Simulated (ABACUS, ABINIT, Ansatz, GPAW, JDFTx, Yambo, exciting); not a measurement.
The band gap of BN, sorted by core time

It takes space group F-43m (No. 216, cubic). Conventional cell: a = 3.626 Å, b = 3.626 Å, c = 3.626 Å, α = 90.00°, β = 90.00°, γ = 90.00°. N (site symmetry -43m) has 4 B at 1.57 Å as nearest neighbours. B (site symmetry -43m) has 4 N at 1.57 Å as nearest neighbours.

```csv
rung,level,program and potentials,cutoff (eV),k mesh,task,core time,chip,band gap (eV),notes
Hartree-Fock,Hartree-Fock on PBE,"Yambo, PseudoDojo 0.4.1 SR PBE standard",1143,8 × 8 × 8,Hartree-Fock levels,1.6 s,Arm Neoverse V2,13.16,-
GGA,PBE,"JDFTx, PseudoDojo-SR-PBE-0.5-standard",1143,13 × 13 × 13,band structure,2.8 s,Intel Xeon 6975P-C Granite Rapids,4.52,from the band path
GGA,PBEsol,"ABINIT, JTH PAW PBE v2.0",707,8 × 8 × 8,single point,8.6 s,Arm Neoverse V1,4.26,potentials made for PBE; mesh may miss the edge
GGA,RPBE,"ABACUS, Ansatz NC PBE, plane waves",1252,10 × 10 × 10,single point,10 s,Intel Xeon 6975P-C Granite Rapids,4.55,potentials made for PBE; mesh may miss the edge
GGA,RPBE,"Ansatz, all-electron LAPW, scalar-relativistic",-,13 × 13 × 13,band structure,10 s,Arm Neoverse V2,4.49,from the band path
GGA,revPBE,"Ansatz, all-electron LAPW, scalar-relativistic",-,13 × 13 × 13,band structure,10 s,Arm Neoverse V1,4.48,from the band path
GGA,PBEsol,"ABINIT, JTH PAW PBE v2.0",707,10 × 10 × 10,single point,10 s,Arm Neoverse V1,4.26,potentials made for PBE; mesh may miss the edge
LDA,LDA,"ABACUS, PseudoDojo NC SR 0.4.1 LDA standard, plane waves",1143,10 × 10 × 10,single point,17 s,Intel Xeon Platinum 8488C Sapphire Rapids,4.40,mesh may miss the edge
LDA,LDA,"GPAW, the program's PAW data sets (release 1.2.1) made for this functional",800,10 × 10 × 10,band structure,19 s,Arm Neoverse V1,4.35,-
LDA,LDA,"GPAW, the program's PAW data sets (release 1.2.1) made for this functional",800,13 × 13 × 13,band structure,27 s,Arm Neoverse V1,4.35,from the band path
meta-GGA,r2SCAN,"GPAW, GPAW PAW data sets (gpaw-data 1.2.1)",800,13 × 13 × 13,band structure,64 s,Arm Neoverse V2,4.99,potentials made for PBE; from the band path
GGA,revPBE,"exciting, all-electron LAPW+lo, shipped species files, valence relativity iora*",-,13 × 13 × 13,band structure,2.2 min,Arm Neoverse V2,4.49,from the band path
```

Times are single runs on shared hosts and different chips, so they are rough; meshes, cutoffs and the tasks' sizes weigh on the time. All rows: no spin polarisation. Gaps are the least found on the k mesh or the band path, and a mesh can miss the band edges. Meshes differ between rows, which moves values too. All levels ran on this one cell, unrelaxed unless noted. Meshes are those of the run's cell of 2 atoms unless a note names another. Misses use the values as printed. Runs on faulty files, with rough fits or with known faults for this quantity aren't shown. No row holds spin-orbit coupling.

Measured: 6.4 eV at 300 K (a printed reference work).

**Question.** Which of the timed runs is the cheapest that comes within 0.3 eV of the measured band gap?

**Answer.** None of them does; the nearest misses by -1.41 eV. LDA and GGA gaps fall short mostly because these functionals lack the derivative discontinuity; the runs are for a static lattice, while measurements hold temperature and zero-point motion.
